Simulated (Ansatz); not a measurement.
# Al3Cu: compression at zero temperature

The task here is to estimate one member of a computed series from the others.

Method: DFT PBEsol, scalar-relativistic, plane waves, PAW, in Ansatz 0.2.0.

## Starting point

It takes space group P4/mmm (No. 123, tetragonal). Conventional cell: a = 2.780 Å, b = 2.780 Å, c = 7.603 Å, α = 90.00°, β = 90.00°, γ = 90.00°. Al (site symmetry 4/mmm) is surrounded by 12 Al at 2.78 to 2.89 Å. Around Al (site symmetry 4mm) lie 4 Cu at 2.58 Å and 8 Al at 2.78 to 2.89 Å. Around Cu (site symmetry 4/mmm) lie 8 Al at 2.58 Å and 4 Cu at 2.78 Å.

Coordinates:

```cif
data_structure
_symmetry_space_group_name_H-M 'P 1'
_symmetry_Int_Tables_number 1
_cell_length_a 2.7797
_cell_length_b 2.7797
_cell_length_c 7.6030
_cell_angle_alpha 90.000
_cell_angle_beta 90.000
_cell_angle_gamma 90.000
_cell_volume 58.75
loop_
_atom_site_label
_atom_site_type_symbol
_atom_site_fract_x
_atom_site_fract_y
_atom_site_fract_z
_atom_site_occupancy
Al1 Al 0.00000 0.00000 0.50000 1
Al2 Al 0.50000 0.50000 0.22069 1
Al3 Al 0.50000 0.50000 0.77931 1
Cu1 Cu 0.00000 0.00000 0.00000 1
```

It goes back to an entry of the Materials Project, which need not be the stable form.

It is the result of an earlier relaxation at this level (volume 14.69 Å³/atom; gap on the mesh: none (metal)).

The first run:

Input file input.yaml:

```yaml
crystal:
  lattice:
    - [2.805931786, 0.0, 0.0]
    - [0.0, 2.805931786, 0.0]
    - [0.0, 0.0, 7.6747524618]
  atoms:
    - { symbol: Al, position: [0.0, 0.0, 0.5] }
    - { symbol: Al, position: [0.5, 0.5, 0.2206884218] }
    - { symbol: Al, position: [0.5, 0.5, 0.7793115782] }
    - { symbol: Cu, position: [0.0, 0.0, 0.0] }
basis:
  ecutwfc: 420
kpoints:
  mp_grid: { grid: [16, 16, 6] }
hamiltonian:
  xc: pbesol
scf:
  occupations: { method: gaussian, width: 0.1 }
output:
  forces: true
  stress: true
  eigenvalues: true
relax:
  adjacent_minimum: "off"
  f_tol: 0.008
  max_steps: 50
  cell: { stress_tol: 0.08, p_target: -3.0 }
```

Started as:

```console
ansatz run input.yaml --threads 1 --pin off --max-ram 2560MiB --backend cpu --events-out ev --progress --plain --runs-dir out
```

Steps of the session up to this table: Relaxing at -3 GPa; Relaxing at 3 GPa; 8 GPa; Target pressure 15 GPa; 30 GPa; Target pressure 60 GPa.

One table of the session follows, with a row left open; its other results are not shown here.

Lengths are those of the vectors of the cell that was run:

| P (GPa) | V (Å³/atom) | a (Å) | b (Å) | c (Å) | ΔH (eV/atom) |
| --- | --- | --- | --- | --- | --- |
| -3 | 15.17 | 2.809 | 2.809 | 7.691 | -0.279 |
| 0 | 14.69 | 2.780 | 2.780 | 7.603 | 0.000 |
| 3 | 14.28 | 2.754 | 2.754 | 7.528 | 0.271 |
| 8 | 13.71 | 2.719 | 2.719 | 7.421 | 0.707 |
| 15 | ? | ? | ? | ? | ? |
| 30 | 12.08 | 2.609 | 2.609 | 7.095 | 2.466 |
| 60 | 10.79 | 2.515 | 2.515 | 6.824 | 4.598 |

**Question.** Estimate the row for P (GPa) = 15.

Worked estimate for «V (Å³/atom)». A straight line through the neighbours (8, 13.71) and (30, 12.08) gives 13.71 + (12.08 − 13.71) × (15 − 8) / (30 − 8) = 13.19; a parabola fitted to 4 rows on both sides gives 13.15.

**Answer.** V (Å³/atom): 13.08; a (Å): 2.677; b (Å): 2.677; c (Å): 7.297; ΔH (eV/atom): 1.292. In «V (Å³/atom)» the line misses by +0.11 and the parabola by +0.07.

ΔH is E + PV over the energy at zero pressure; a, b and c are the vectors of the computed cell. 
